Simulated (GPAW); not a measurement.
Crystal: Co.

```
Co
1.0
     2.48736    0.00000    0.00000
    -1.24368    2.15412    0.00000
     0.00000    0.00000    4.06329
Co
2
Direct
  0.33333 0.66667 0.74014
  0.66667 0.33333 0.25986
```

Base run:

| Property | Result |
| --- | --- |
| Program | GPAW 26.7.0 |
| Functional | PBEsol |
| Potentials or basis | PAW data sets generated in the run's folder for this functional |
| Cutoff | 600 eV |
| Basis | pw |
| k mesh | 12 × 12 × 7 |
| Occupations | fermi-dirac, width 0.05 eV |
| Spin | collinear spin, antiferromagnetic start |
| Starting moments | [2.0, -2.0] μB |

Its results: band gap on the k mesh none (metal or under the smearing width); pressure -16.2 GPa; net moment 0.00 μB per cell; site moments Co +0.90, -0.90 μB; largest force 0.576 eV/Å.

Problem. The run is repeated on the same cell with these changes: spin from collinear spin, antiferromagnetic start to collinear spin, ferromagnetic start; moments at the start from [2.0, -2.0] to [3.5, 3.5]. What comes out?

Solution. Band gap on the k mesh none (metal or under the smearing width); pressure -9.0 GPa; net moment 3.26 μB per cell; site moments Co +1.70 μB; largest force 0.480 eV/Å.
